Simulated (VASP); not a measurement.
Input of a VASP 6.6.1 run:

File POSCAR:

```
InP
1.0
    0.0000000000      2.9538132889      2.9538132889
    2.9538132889      0.0000000000      2.9538132889
    2.9538132889      2.9538132889      0.0000000000
In P
1 1
Direct
    0.0000000000      0.0000000000      0.0000000000
    0.2500000000      0.2500000000      0.2500000000
```

Contents of INCAR.step1:

```
SYSTEM = InP
PREC = Accurate
ENCUT = 520
EDIFF = 1E-5
ISMEAR = 0
SIGMA = 0.01
LREAL = .False.
LASPH = .True.
NELM = 60
ALGO = Normal
ISIF = 2
LWAVE = .True.
LCHARG = .False.
NBANDS = 16
GGA = PE
```

INCAR.step2

```
SYSTEM = InP
PREC = Accurate
ENCUT = 520
EDIFF = 1E-7
ISMEAR = 0
SIGMA = 0.01
LREAL = .False.
LASPH = .True.
NELM = 60
ALGO = Normal
ISIF = 2
LWAVE = .False.
LCHARG = .False.
GGA = PE
LHFCALC = .True.
AEXX = 0.25
PRECFOCK = Normal
NBANDS = 16
ISTART = 1
```

File KPOINTS:

```
Automatic mesh
0
Gamma
  6 6 6
  0 0 0
```

Potentials or basis: VASP PAW PBE potentials, release 64 (In_d, P).

Run with:

```bash
$ cat potpaw_PBE.64/In_d/POTCAR potpaw_PBE.64/P/POTCAR > POTCAR
$ cp INCAR.step1 INCAR
$ mpirun -np 1 vasp_std > vasp.out
$ cp INCAR.step2 INCAR
$ mpirun -np 1 vasp_std > vasp.out
```

Question: Predict the pressure.

Answer: -0.6 GPa.

Question: Predict the band gap on the k mesh.

Answer: 1.99 eV.

Caveat: the PAW data sets were made with another functional, which shifts forces and pressure a little; spin-orbit coupling is left out, which moves the levels of the heavy elements.

**The experiment to reproduce.**

From a printed reference work, data compilation, for a bulk crystal of InP at 1.6 K: band gap 1.4236 eV (direct).

A measured gap of InP is 1.4236 eV (direct; 1.6 K; a printed reference work, data compilation); the calculated 1.99 eV misses it by +0.56 eV. Spin-orbit coupling on In is left out. The value is that of PBE0, without temperature or zero-point motion.
